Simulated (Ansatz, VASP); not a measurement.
**One calculation of SiC (Moissanite), two programs**

```
Si C
1.0
     3.07600    0.00000    0.00000
    -1.53800    2.66389    0.00000
     0.00000    0.00000    5.04800
Si C
2 2
Cartesian
  1.5380 0.8880 2.5240
  0.0000 1.7759 0.0000
  1.5380 0.8880 4.4675
  0.0000 1.7759 1.9435
```

Alike in both runs: task relaxation of cell and atoms; functional PBEsol; k mesh 10 × 10 × 5; occupations fermi-dirac, width 0.05 eV; no spin polarisation.

```csv
,VASP,Ansatz
version,VASP 6.6.1,Ansatz 0.2.0
potentials or method,"VASP PAW PBE potentials, release 64 (Si, C)",Ansatz PAW
plane-wave cutoff (eV),600,420
valence electrons in the cell,16,16
```

VASP gave:

| Item | Value |
| --- | --- |
| relaxed volume (Å³/atom) | 10.35 |
| relaxed cell length with the largest relative difference (Å) | 5.050 |
| energy change over the relaxation (meV/atom) | -9 |

Question: What did Ansatz give for the same quantities?

Answer: Relaxed volume (Å³/atom): 10.34; relaxed cell length with the largest relative difference (Å): 5.048; energy change over the relaxation (meV/atom): -9.

Caveats: the PAW data sets were made with another functional, which shifts forces and pressure a little (VASP); the plane-wave basis is chosen anew once the cell has moved, so the energies of steps on either side of that aren't comparable (Ansatz); the PAW data sets come from PBE, with cores solved anew for the run's functional, which leaves a small shift of forces and pressure (Ansatz). A k mesh can miss the band edges.
